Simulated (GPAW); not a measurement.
Wanted: an ASE script for a GPAW 26.7.0 run.

- Task: magnons
- Functional: LDA
- Potentials or basis: the program's PAW data sets (release 1.2.1) made for this functional
- Cutoff: 550 eV
- Basis: pw
- k mesh: 8 × 8 × 8
- Occupations: fermi-dirac, width 0.05 eV
- Spin: collinear spin, ferromagnetic start
- Starting moments: [4.0, 0.0] μB
- Lines: 2
- Response ecut: 150 eV
- Maxiter: 150
- Response k mesh: 8 × 8 × 8
- Response bands: 25
- Sites: [0]
- Site radius: 1.082

Crystal: FeO.

```
CELL_PARAMETERS angstrom
2.62977 0.00000 0.00000
0.00000 2.62977 0.00000
0.00000 0.00000 2.62977
ATOMIC_POSITIONS crystal
Fe 0.00000 0.00000 0.00000
O 0.50000 0.50000 0.50000
```

The cell comes from a database or a generator and needn't be the stable form of this composition.

These files were run (other wordings do the same):

run.py

```python
import numpy as np
from ase import Atoms
from ase.dft.bandgap import bandgap
from ase.io import write
from gpaw import GPAW, PW
from gpaw.response import ResponseContext, ResponseGroundStateAdapter
from gpaw.response.chiks import ChiKSCalculator
from gpaw.response.heisenberg import calculate_fm_magnon_energies
from gpaw.response.localft import LocalFTCalculator
from gpaw.response.mft import IsotropicExchangeCalculator
from gpaw.response.site_kernels import SphericalSiteKernels

atoms = Atoms(['Fe', 'O'],
              cell=[[2.6297712576, 0.0, 0.0],
                    [0.0, 2.6297712576, 0.0],
                    [0.0, 0.0, 2.6297712576]],
              scaled_positions=[[0.0, 0.0, 0.0],
                                [0.5, 0.5, 0.5]],
              pbc=True)
atoms.set_initial_magnetic_moments([4.0, 0.0])

calc = GPAW(mode=PW(550),
            xc='LDA',
            kpts={'size': (8, 8, 8), 'gamma': True},
            occupations={'name': 'fermi-dirac', 'width': 0.05},
            nbands=17,
            convergence={'density': 0.0001},
            maxiter=150,
            txt='gpaw.txt')
atoms.calc = calc
energy = atoms.get_potential_energy()
calc.write('gs.gpw')
write('result.traj', atoms)
print(f'Energy: {energy:.6f} eV')
print('Moments:', calc.get_magnetic_moments().round(3))
print('Fermi level:', round(calc.get_fermi_level(), 4), 'eV')
print(f'Gap: {bandgap(calc)[0]:.4f} eV, direct: {bandgap(calc, direct=True)[0]:.4f} eV')

dense = calc.fixed_density(kpts={'size': (8, 8, 8), 'gamma': True},
                           nbands=31, convergence={'bands': 25, 'eigenstates': 1e-12},
                           update_fermi_level=True, maxiter=300, txt='dense.txt')
dense.write('dense.gpw', mode='all')

sites = [0]
moments = calc.get_magnetic_moments()[sites]
q_qc = np.array([[0.0, 0.0, 0.0], [0.125, 0.0, 0.0], [0.25, 0.0, 0.0], [0.5, 0.0, 0.0], [0.125, 0.125, 0.0], [0.25, 0.25, 0.0], [0.5, 0.5, 0.0]])
gs = ResponseGroundStateAdapter.from_gpw_file('dense.gpw')
context = ResponseContext(txt='mft.txt')
chiks = ChiKSCalculator(gs, context, ecut=150, nbands=25, gammacentered=True)
exchange = IsotropicExchangeCalculator(chiks, LocalFTCalculator.from_rshe_parameters(gs, context))
kernels = SphericalSiteKernels(atoms.positions[sites], [[1.082] * len(sites)])
J_qab = np.array([exchange(q_c, kernels)[..., 0] for q_c in q_qc])
E_qn = calculate_fm_magnon_energies(J_qab, q_qc, moments)
np.savetxt('exchange.dat', np.c_[q_qc, 1000 * J_qab.real.reshape((len(q_qc), -1))], fmt='%.4f')
np.savetxt('magnons.dat', np.c_[q_qc, 1000 * E_qn.real], fmt='%.4f')
for q_c, E_n in zip(q_qc, E_qn):
    print(q_c.round(4), 'magnon energies (meV):', (1000 * E_n.real).round(2))
```

Potentials or basis: the program's PAW data sets (release 1.2.1) made for this functional, pw.

Launch:

```sh
$ OMP_NUM_THREADS=1 python run.py
```

Results of the run:

The band gap on the k mesh is none (metal or under the smearing width), the net moment is 3.99 μB per cell and the site moments are Fe +3.42; O +0.30 μB.

Caveat: the number of bands moves the energies at small q by some ten meV; the exchange constants hang on this mesh and on the site radius; magnon energies are noisy on this mesh; a cell with one magnetic atom can't hold antiferromagnetic order, which such compounds often take; semilocal functionals often make such compounds metallic where correlation or magnetic order opens a gap, which also shifts bond lengths.

It took 100 s on 1 thread of Arm Neoverse V1 (shared host), peak memory 0.27 GiB.
